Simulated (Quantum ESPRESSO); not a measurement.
The system is AlPt.

```
Pt Al
1.0
     3.09155    0.00000    0.00000
     0.00000    3.09155    0.00000
     0.00000    0.00000    3.09155
Pt Al
1 1
Direct
  0.50000 0.50000 0.50000
  0.00000 0.00000 0.00000
```

Measurements of this composition are mostly on another form, of space group No. 198.

```yaml
Program: Quantum ESPRESSO 7.5
Task: phonons
Functional: PBEsol
Potentials_or_basis: GBRV 1.5 PBEsol
Cutoff: 612 eV
Density_cutoff: 4898 eV
k_mesh: 9 × 9 × 9
Occupations: methfessel-paxton, width 0.272 eV
Spin: no spin polarisation
Mixing_beta: 0.5
Most_SCF_iterations: 120
SCF_threshold: 4e-10 Ry
```

The cell and the atoms were relaxed first, to 14.30 Å³/atom (a = 3.058 Å, b = 3.058 Å, c = 3.058 Å, α = 90.00°, β = 90.00°, γ = 90.00°), and the response was taken there.

Task: What is the highest optical frequency at the zone centre?

Result: 225 cm⁻¹, a mode of symmetry T1u (IR).

Optical modes at Γ, degenerate ones joined:
```csv
cm⁻¹,components,symmetry,active in
225,3,T1u,IR
```

Caveat: the mesh is thin for the phonons of a metal.
